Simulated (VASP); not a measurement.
# Al32N31 (a cell with a defect) in VASP: settings compared

One crystal, Al32N31 (a cell with a defect), is run at these levels: PBE, HSE06; tasks: relaxation of the atoms, single point.

Everything below comes from runs of VASP 6.6.1. Logs are shortened: lines on timing, memory, paths and dates and some standing lists are left out, and cuts for length are marked.

### 1 The structure

The cell holds a defect, 63 atoms: a = 9.677 Å, b = 9.677 Å, c = 9.677 Å, α = 99.45°, β = 111.91°, γ = 117.56°.

### 2 Relaxation of the atoms, PBE

Contents of INCAR:

```
  ALGO = Normal
  EDIFF = 1E-6
  EDIFFG = -0.025
  ENCUT = 450
  GGA = PE
  IBRION = 2
  ICORELEVEL = 1
  ISIF = 2
  ISMEAR = 0
  ISYM = 0
  LASPH = True
  LCHARG = False
  LREAL = Auto
  LUSENCCL = False
  LWAVE = False
  NELECT = 250.0
  NELM = 80
  NSW = 70
  PREC = Normal
  SIGMA = 0.01
```

Contents of KPOINTS:

```
k-points
0
Monkhorst-Pack
  2 2 2
```

Contents of POSCAR:

```
Al32N31
1.0
   -6.2557320000     -5.4176240000     -5.0159260000
    6.2557320000      5.4176240000     -5.0159260000
    6.2557320000     -5.4176240000      5.0159260000
Al N
32 31
Direct
    0.0836837500      0.6253503800      0.7083331200
    0.8336837500      0.5003503800      0.3333331200
    0.0836837500      0.8753503800      0.9583331200
    0.8336837500      0.7503503800      0.5833331200
    0.0836837500      0.1253503700      0.2083331200
    0.5836837500      0.6253503800      0.2083331200
    0.8336837500      0.0003503700      0.8333331200
    0.3336837500      0.5003503800      0.8333331200
    0.0836837500      0.3753503800      0.4583331200
    0.5836837500      0.8753503800      0.4583331200
    0.8336837500      0.2503503800      0.0833331300
    0.3336837500      0.7503503800      0.0833331300
    0.5942372600      0.1150306800      0.7121309400
    0.3336837500      0.0003503800      0.3333331200
    0.5836837500      0.3753503800      0.9583331200
    0.3336837500      0.2503503700      0.5833331200
    0.4243863600      0.9968149100      0.9177912100
    0.1573939500      0.8684972600      0.5358611900
    0.4170172500      0.2503506300      0.1666668800
    0.1670172500      0.1253506300      0.7916668800
    0.4170172500      0.5003506300      0.4166668800
    0.9170172500      0.0003506300      0.4166668800
    0.1670172500      0.3753506300      0.0416668800
    0.6670172500      0.8753506200      0.0416668800
    0.4220045400      0.7517922100      0.6660220300
    0.9170172500      0.2503506300      0.6666668800
    0.1670172500      0.6253506300      0.2916668800
    0.6670172500      0.1253506200      0.2916668800
    0.9170172500      0.5003506300      0.9166668800
    0.6670172500      0.3753506300      0.5416668800
    0.9170172500      0.7503506200      0.1666668700
    0.6670172500      0.6253506300      0.7916668800
    0.1429827500      0.8096493800      0.3333331200
    0.3929827500      0.1846493800      0.9583331200
    0.1429827500      0.0596493800      0.5833331200
    0.3929827500      0.4346493800      0.2083331200
    0.8929827500      0.9346493800      0.2083331200
    0.1429827500      0.3096493800      0.8333331200
    0.6429827500      0.8096493800      0.8333331200
    0.3929827500      0.6846493800      0.4583331200
    0.8929827500      0.1846493800      0.4583331200
    0.1429827500      0.5596493800      0.0833331300
    0.6429827500      0.0596493800      0.0833331300
    0.8929827500      0.4346493800      0.7083331200
    0.6429827500      0.3096493800      0.3333331200
    0.8929827500      0.6846493800      0.9583331200
    0.6429827500      0.5596493800      0.5833331200
    0.2263162500      0.8096496200      0.9166668800
    0.9763162500      0.6846496200      0.5416668800
    0.2263162500      0.0596496300      0.1666668800
    0.9763162500      0.9346496200      0.7916668800
    0.2263162500      0.3096496300      0.4166668800
    0.7263162500      0.8096496200      0.4166668800
    0.9763162500      0.1846496300      0.0416668800
    0.4763162500      0.6846496200      0.0416668800
    0.2263162500      0.5596496300      0.6666668800
    0.7263162500      0.0596496300      0.6666668800
    0.9763162500      0.4346496200      0.2916668800
    0.4763162500      0.9346496200      0.2916668800
    0.7263162500      0.3096496300      0.9166668800
    0.4763162500      0.1846496300      0.5416668800
    0.7263162500      0.5596496200      0.1666668700
    0.4763162500      0.4346496300      0.7916668800
```

Potentials or basis: VASP PAW PBE potentials, release 64 (Al, N).

Run with:

```
cat potpaw_PBE.64/Al/POTCAR potpaw_PBE.64/N/POTCAR > POTCAR
mpirun -np 1 vasp_std > vasp.out
```

OUTCAR:

```text
EDIFF = 1E-6
   EDIFFG = -0.025
   ENCUT = 450
   GGA = PE
   IBRION = 2
   ISIF = 2
   ISMEAR = 0
   ISYM = 0
   LASPH = True
   LREAL = Auto
   NELECT = 250.0
   NELM = 80
   NSW = 70
   PREC = Normal

 ion  position               nearest neighbor table
   1  0.084  0.625  0.708-  56 1.90  49 1.90  48 1.90  44 1.91  18 3.08  26 3.09  30 3.09  29 3.09
                            17 3.09   9 3.13   3 3.13   4 3.13   8 3.13   2 3.13  12 3.13  25 3.14
   2  0.834  0.500  0.333-  58 1.90  62 1.90  49 1.90  45 1.91  18 3.02  27 3.09  31 3.09  28 3.09
                            19 3.09  30 3.09  11 3.13   4 3.13   1 3.13  15 3.13   6 3.13   9 3.13
   3  0.084  0.875  0.958-  48 1.90  51 1.90  50 1.90  46 1.91  29 3.09  20 3.09  32 3.09  19 3.09
                            31 3.09   5 3.13   1 3.13   7 3.13  14 3.13   4 3.13  12 3.13  17 3.15
   4  0.834  0.750  0.583-  49 1.90  53 1.90  51 1.90  47 1.91  18 3.04  30 3.09  22 3.09  21 3.09
                            20 3.09  32 3.09   7 3.13   2 3.13   1 3.13  10 3.13   3 3.13   6 3.13
   5  0.084  0.125  0.208-  50 1.90  54 1.90  52 1.90  37 1.91  19 3.09  31 3.09  23 3.09  24 3.09
                            22 3.09  21 3.09   3 3.13   9 3.13  14 3.13   7 3.13  16 3.13  11 3.13
   6  0.584  0.625  0.208-  62 1.90  55 1.90  53 1.90  36 1.91  31 3.09  19 3.09  24 3.09  23 3.09
                            22 3.09  21 3.09  10 3.13  15 3.13  12 3.13   4 3.13   8 3.13   2 3.13
   7  0.834  0.000  0.833-  51 1.90  57 1.90  54 1.90  39 1.91  13 2.96  25 3.05  20 3.09  32 3.09
                            26 3.09  23 3.09  24 3.09   4 3.13  11 3.13   3 3.13   5 3.13  10 3.13
   8  0.334  0.500  0.833-  63 1.90  56 1.90  55 1.90  38 1.91  32 3.09  20 3.09  26 3.09  24 3.09
                            23 3.09  25 3.11  12 3.13  16 3.13  15 3.13   6 3.13   9 3.13   1 3.13
   9  0.084  0.375  0.458-  52 1.90  58 1.90  56 1.90  41 1.91  21 3.09  22 3.09  27 3.09  28 3.09
[... 76 lines left out ...]
  62  0.726  0.560  0.167-   6 1.90   2 1.90  15 1.90  31 1.91
  63  0.476  0.435  0.792-   8 1.90  15 1.90  16 1.90  32 1.91

IMPORTANT INFORMATION: All symmetrisations will be switched off!
NOSYMM: (Re-)initialisation of all symmetry stuff for point group C_1.

----------------------------------------------------------------------------------------

                                     Primitive cell

  volume of cell :     679.9831

  direct lattice vectors                    reciprocal lattice vectors
    -6.255732000 -5.417624000 -5.015926000     0.000000000 -0.092291381 -0.099682491
     6.255732000  5.417624000 -5.015926000     0.079926698  0.000000000 -0.099682491
     6.255732000 -5.417624000  5.015926000     0.079926698 -0.092291381  0.000000000

  length of vectors
     9.677000894  9.677000894  9.677000894     0.135846598  0.127768838  0.122090032

  position of ions in fractional coordinates (direct lattice)
     0.083683750  0.625350380  0.708333120
     0.833683750  0.500350380  0.333333120
     0.083683750  0.875350380  0.958333120
     0.833683750  0.750350380  0.583333120
     0.083683750  0.125350370  0.208333120
     0.583683750  0.625350380  0.208333120
[... 55 lines left out ...]
     0.726316250  0.559649620  0.166666870
     0.476316250  0.434649630  0.791666880

  ion indices of the primitive-cell ions
   primitive index   ion index
                 1           1
                 2           2
                 3           3
                 4           4
                 5           5
                 6           6
[... 55 lines left out ...]
                62          62
                63          63

----------------------------------------------------------------------------------------

 KPOINTS: k-points

Automatic generation of k-mesh.
 Grid dimensions read from file:
 generate k-points for:    2    2    2

 Generating k-lattice:

  Cartesian coordinates                     Fractional coordinates (reciprocal lattice)
     0.000000000 -0.046145690 -0.049841246     0.500000000  0.000000000  0.000000000
[... 42 lines left out ...]
   IVDW    =     0    specifies the selected vdW correction
   LEPSILON=     F    determine dielectric tensor
   LRPA    =     F    only Hartree local field effects (RPA)
 conjugate gradient relaxation of ions
 non-spin polarized calculation
 Gauss-broadening in eV      SIGMA  =   0.01
  energy-cutoff  :      450.00
  volume of cell :      679.98
 maximum number of plane-waves:     14732
   NGX = 33   NGY = 33   NGZ = 33

--------------------------------------- Ionic step        1  -------------------------------------------

 number of electron     250.0000086 magnetization

 Free energy of the ion-electron system (eV)
  ---------------------------------------------------
  ext. energy  EPLUGINS =         0.00000000
  ---------------------------------------------------
  free energy    TOTEN  =      -471.28914971 eV

  energy without entropy =     -471.28914971  energy(sigma->0) =     -471.28914971

------------------------ aborting loop because EDIFF is reached ----------------------------------------

  FORCE on cell =-STRESS in cart. coord.  units (eV):
  Direction    XX          YY          ZZ          XY          YZ          ZX
  --------------------------------------------------------------------------------------
  -------------------------------------------------------------------------------------
  Total      -13.0881433    -12.8111828    -14.6928509      0.5103391      1.6692593      1.6852639
  in kB      -30.8383063    -30.1857314    -34.6193210      1.2024618      3.9331118      3.9708217
  external PRESSURE =     -31.8811196 kB  Pullay stress =       0.0000000 kB
[... 272 lines left out ...]
  FREE ENERGIE OF THE ION-ELECTRON SYSTEM (eV)
  ---------------------------------------------------
  free  energy   TOTEN  =      -471.7698942009 eV

  energy  without entropy=     -471.7698942009  energy(sigma->0) =     -471.76989420

[... ionic steps 4 to 11 ...]

--------------------------------------- Ionic step       12  -------------------------------------------

 number of electron     250.0000077 magnetization

------------------------ aborting loop because EDIFF is reached ----------------------------------------
[... 189 lines left out ...]
--------------------------------------- Ionic step       14  -------------------------------------------

 number of electron     250.0000079 magnetization

 Free energy of the ion-electron system (eV)
  ---------------------------------------------------
  ext. energy  EPLUGINS =         0.00000000
  ---------------------------------------------------
  free energy    TOTEN  =      -471.85955317 eV

  energy without entropy =     -471.85955317  energy(sigma->0) =     -471.85955317

 the core state eigenenergies are
   1-  1s  -1497.4130  2s    -94.7524  2p    -56.2039
   2-  1s  -1497.3758  2s    -94.7082  2p    -56.1600
   3-  1s  -1497.3867  2s    -94.7172  2p    -56.1691
   4-  1s  -1497.3780  2s    -94.7104  2p    -56.1623
   5-  1s  -1497.3172  2s    -94.6490  2p    -56.1008
   6-  1s  -1497.3048  2s    -94.6402  2p    -56.0918
[... 55 lines left out ...]
  62-  1s   -367.8467
  63-  1s   -367.8577

 E-fermi :   6.3424     XC(G=0): -10.7633

 val. band max:        6.2876801863   @ k =   0.2500   0.2500   0.2500
 cond. band min:       9.8175502210   @ k =  -0.2500   0.2500   0.2500
 fundamental gap:      3.5298700347
 Fermi energy:         6.3423605751

 k-point     1 :       0.2500    0.2500    0.2500
  band No.  band energies     occupation
      1      -8.6186      2.00000
      2      -8.5930      2.00000
      3      -8.5841      2.00000
      4      -8.5207      2.00000
      5      -7.7325      2.00000
      6      -7.6940      2.00000
[... 549 lines left out ...]
    136      11.8439      0.00000
    137      11.8477      0.00000
 [bands above 137 left out]

------------------------ aborting loop because EDIFF is reached ----------------------------------------

  FORCE on cell =-STRESS in cart. coord.  units (eV):
  Direction    XX          YY          ZZ          XY          YZ          ZX
  --------------------------------------------------------------------------------------
  -------------------------------------------------------------------------------------
  Total      -12.8321283    -12.8892753    -14.1450651      0.0680494     -0.0228544      0.0555379
  in kB      -30.2350831    -30.3697330    -33.3286272      0.1603381     -0.0538496      0.1308584
  external PRESSURE =     -31.3111478 kB  Pullay stress =       0.0000000 kB
[... 78 lines left out ...]
  FREE ENERGIE OF THE ION-ELECTRON SYSTEM (eV)
  ---------------------------------------------------
  free  energy   TOTEN  =      -471.8595531659 eV

  energy  without entropy=     -471.8595531659  energy(sigma->0) =     -471.85955317

 reached required accuracy - stopping structural energy minimisation
```

Wall time 26 min (1 × NVIDIA H100 80GB with 1 thread of AMD EPYC 7R13 (Zen 3), shared host); peak memory 1.4 GiB.

What came out:

| Item | Value |
| --- | --- |
| Free energy | -471.8596 eV |
| Energy gained by relaxing | 9.1 meV/atom |
| Ionic steps | 14 |
| Largest force after relaxing | 0.020 eV/Å |

Forces in eV/Å, atoms in the order of the input:
```
Al   0.001 -0.003  0.003
Al  -0.003 -0.001 -0.004
Al   0.005  0.000 -0.007
Al   0.001 -0.007  0.003
Al   0.004  0.012  0.005
Al  -0.008  0.005 -0.001
Al  -0.001  0.010  0.004
Al  -0.002  0.001 -0.002
Al  -0.003  0.002 -0.008
Al   0.009  0.008 -0.002
Al   0.004  0.005  0.006
Al   0.005 -0.001  0.005
Al   0.009  0.010 -0.007
Al   0.003 -0.003  0.003
Al   0.000  0.007 -0.002
Al  -0.002 -0.008 -0.002
Al  -0.003  0.009  0.004
Al  -0.008 -0.015 -0.008
Al  -0.010  0.001 -0.003
Al   0.001 -0.006 -0.004
Al   0.004 -0.003  0.004
Al  -0.004 -0.001 -0.005
Al   0.002  0.004  0.007
Al  -0.004  0.005 -0.005
Al   0.011 -0.001  0.008
Al   0.005 -0.004 -0.002
Al  -0.004 -0.004 -0.003
Al  -0.010  0.009  0.001
Al   0.002  0.003  0.003
Al   0.001  0.002  0.002
Al   0.001 -0.006  0.006
Al   0.008  0.005  0.003
N    0.006 -0.003 -0.001
N   -0.007 -0.003  0.001
N   -0.006  0.000  0.005
N    0.003 -0.002  0.007
N    0.010 -0.007  0.002
N    0.000  0.004  0.003
N    0.005  0.000  0.002
N   -0.004  0.000 -0.007
N   -0.002 -0.002  0.007
N   -0.006  0.007 -0.004
N   -0.006 -0.013  0.001
N    0.001 -0.004  0.000
N    0.002 -0.004 -0.001
N   -0.002 -0.002 -0.002
N   -0.001  0.004 -0.008
N    0.003 -0.003  0.005
N    0.005 -0.003 -0.001
N    0.006 -0.001 -0.003
N   -0.005 -0.002 -0.004
N   -0.005 -0.010  0.007
N    0.004 -0.001 -0.008
N   -0.001  0.009 -0.001
N    0.008  0.003  0.008
N   -0.002 -0.001  0.013
N   -0.016  0.003 -0.011
N    0.000  0.002  0.006
N    0.002  0.000 -0.003
N    0.006 -0.001 -0.006
N   -0.005 -0.008 -0.008
N   -0.004  0.000 -0.003
N   -0.005  0.003  0.004
```

The path:
```tsv
step	energy change (eV)	largest force (eV/Å)	pressure (GPa)
1	0.0000	3.8379	-3.19
2	-0.3221	1.6100	-3.09
3	-0.4807	0.8396	-3.26
4	-0.5401	0.3721	-3.17
5	-0.5402	0.3456	-3.17
6	-0.5587	0.1909	-3.15
7	-0.5593	0.1952	-3.14
8	-0.5657	0.0850	-3.13
9	-0.5659	0.0810	-3.13
10	-0.5687	0.0481	-3.13
11	-0.5688	0.0515	-3.13
12	-0.5699	0.0281	-3.13
13	-0.5700	0.0324	-3.13
14	-0.5704	0.0197	-3.13
```

Final structure:
```
Al N
1.0
    -6.25573   -5.41762   -5.01593
     6.25573    5.41762   -5.01593
     6.25573   -5.41762    5.01593
Al N
32 31
Direct
  0.08287 0.62421 0.70816
  0.83338 0.49918 0.33259
  0.08339 0.87521 0.95810
  0.83350 0.75025 0.58376
  0.08430 0.12528 0.20856
  0.58412 0.62517 0.20854
  0.83511 0.00075 0.83460
  0.33427 0.50029 0.83415
  0.08344 0.37468 0.45753
  0.58366 0.87458 0.45710
  0.83503 0.24995 0.08376
  0.33431 0.74957 0.08342
  0.59155 0.13261 0.70817
  0.33384 0.99948 0.33223
  0.58368 0.37592 0.95832
  0.33387 0.25107 0.58385
  0.41830 0.00225 0.92196
  0.16159 0.87375 0.53733
  0.41706 0.25037 0.16726
  0.16624 0.12476 0.79178
  0.41723 0.49941 0.41630
  0.91671 0.99972 0.41624
  0.16735 0.37521 0.04162
  0.66721 0.87447 0.04226
  0.41828 0.74584 0.66558
  0.91773 0.25012 0.66652
  0.16628 0.62407 0.29108
  0.66740 0.12529 0.29220
  0.91779 0.50058 0.91707
  0.66706 0.37524 0.54123
  0.91661 0.74995 0.16635
  0.66746 0.62475 0.79165
  0.14435 0.80956 0.33431
  0.39292 0.18401 0.95722
  0.14444 0.05959 0.58441
  0.39315 0.43452 0.20818
  0.89340 0.93442 0.20845
  0.14281 0.30915 0.83290
  0.64305 0.81034 0.83355
  0.39291 0.68517 0.45847
  0.89338 0.18432 0.45848
  0.14288 0.55944 0.08325
  0.64299 0.05901 0.08219
  0.89206 0.43329 0.70820
  0.64294 0.30915 0.33339
  0.89335 0.68424 0.95848
  0.64307 0.55904 0.58339
  0.22697 0.80959 0.91530
  0.97805 0.68508 0.54239
  0.22664 0.05904 0.16652
  0.97605 0.93419 0.79165
  0.22669 0.30963 0.41700
  0.72677 0.80931 0.41701
  0.97695 0.18457 0.04187
  0.47662 0.68428 0.04175
  0.22698 0.56108 0.66683
  0.72485 0.05773 0.66663
  0.97607 0.43391 0.29131
  0.47654 0.93421 0.29114
  0.72474 0.30753 0.91639
  0.47472 0.18258 0.54161
  0.72677 0.55924 0.16685
  0.47659 0.43491 0.79176
```

Core levels (eV, on the scale of the bands):
```tsv
atom	levels
1 Al	1s -1497.4, 2s -94.8, 2p -56.2
2 Al	1s -1497.4, 2s -94.7, 2p -56.2
3 Al	1s -1497.4, 2s -94.7, 2p -56.2
4 Al	1s -1497.4, 2s -94.7, 2p -56.2
5 Al	1s -1497.3, 2s -94.6, 2p -56.1
6 Al	1s -1497.3, 2s -94.6, 2p -56.1
```

Caveat: the k mesh is coarse (spacing up to 0.43 Å⁻¹), so the values aren't converged; the cell is charged against a uniform background, so pressure and absolute levels hang on convention; the cutoff is under 1.25 times the usual one of these potentials, so pressure, stress and relaxed cells hold a basis-set (Pulay) error.

[end of part 1 of 2]
